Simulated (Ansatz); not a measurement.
Space group Pn-3m:1 (No. 224). a = 4.222 Å, b = 4.222 Å, c = 4.222 Å, α = 90.00°, β = 90.00°, γ = 90.00°
```json
{"atom": "Cu", "site": "4b", "symmetry": ".-3m", "x": "0.2500", "y": "0.2500", "z": "0.2500"}
{"atom": "O", "site": "2a", "symmetry": "-43m", "x": "0.0000", "y": "0.0000", "z": "0.0000"}
```

Equation of state of this Cu₂O structure (not necessarily the ground state), with shape and atoms relaxed at each volume where symmetry leaves them free. Level of theory: DFT PBEsol, scalar-relativistic, plane waves, PAW (Ansatz 0.2.0).

Settings: cutoff 420 eV, Γ-centred mesh 8×8×8 on the computed 6-atom cell, Gaussian smearing of 0.02 eV; no spin polarisation.

| V (Å³/atom) | E − E(largest V) (meV/atom) | P (GPa) | gap on mesh (eV) |
| --- | --- | --- | --- |
| 11.041 | 51.44 | 22.65 | 0.56 |
| 11.417 | 6.98 | 15.43 | 0.70 |
| 11.793 | -21.95 | 9.37 | 0.72 |
| 12.170 | -37.79 | 4.28 | 0.64 |
| 12.546 | -42.72 | 0.00 | 0.56 |
| 12.923 | -38.32 | -3.61 | 0.49 |
| 13.299 | -26.18 | -6.64 | 0.43 |
| 13.801 | 0.00 | -9.95 | 0.35 |

**Question.** Fit a third-order Birch–Murnaghan equation to E(V).

**Answer.** V0 = 12.55 Å³/atom, B0 = 131 GPa, B0' = 4.7.